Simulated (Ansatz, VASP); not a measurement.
## Eu in VASP and in Ansatz

The input INCAR:

```
ALGO = Normal
EDIFF = 1E-7
ENCUT = 520
GGA = PE
ISIF = 2
ISMEAR = -1
ISPIN = 2
LASPH = True
LCHARG = False
LMAXMIX = 6
LORBIT = 11
LREAL = False
LWAVE = False
MAGMOM = 7
NBANDS = 18
NELM = 150
PREC = Accurate
SIGMA = 0.05
```

The input KPOINTS:

```
k-points
0
Gamma
  8 8 8
```

POSCAR

```
Eu
1.0
   -2.2718745629      2.2718745629      2.2718745629
    2.2718745629     -2.2718745629      2.2718745629
    2.2718745629      2.2718745629     -2.2718745629
Eu
1
Direct
    0.0000000000      0.0000000000      0.0000000000
```

Contents of input.yaml:

```yaml
crystal:
  lattice:
    - [-2.2718745629, 2.2718745629, 2.2718745629]
    - [2.2718745629, -2.2718745629, 2.2718745629]
    - [2.2718745629, 2.2718745629, -2.2718745629]
  atoms:
    - { symbol: Eu, position: [0.0, 0.0, 0.0], spin: 7.0 }
hamiltonian:
  xc: pbe
  pseudopotentials: { kind: paw }
magnetization:
  spin_polarized: true
kpoints:
  mp_grid: { grid: [8, 8, 8] }
scf:
  occupations: { method: fermi_dirac, width: 0.05 }
output:
  forces: true
  stress: true
  eigenvalues: true
```

Change from the starting cell: volume scaled by 0.96.

Alike in both runs: task single point; functional PBE; k mesh 8 × 8 × 8; occupations fermi-dirac, width 0.05 eV; collinear spin, ferromagnetic start.

|  | VASP | Ansatz |
| --- | --- | --- |
| version | VASP 6.6.1 | Ansatz 0.2.0 |
| potentials or method | VASP PAW PBE potentials, release 64 (Eu) | Ansatz PAW |
| plane-wave cutoff (eV) | 520 | 420 |
| valence electrons in the cell | 17 | 17 |

```tsv
	VASP	Ansatz	Ansatz less VASP
gap on the k mesh at the Fermi level (eV)	none	none	-
pressure (GPa)	-1.5	-1.2	+0.26
net moment per atom (μB)	7.32	7.33	+0.003
size of the moment on the site where the two differ most (μB)	6.69	7.07	+0.377
```

Site moments also hang on the region over which each program counts them. A gap of «none» marks a metal or a gap that the smearing closes.

Caveats: spin-orbit coupling is left out, which moves the levels of the heavy elements. The state reached can hang on the start; a lower one may exist.
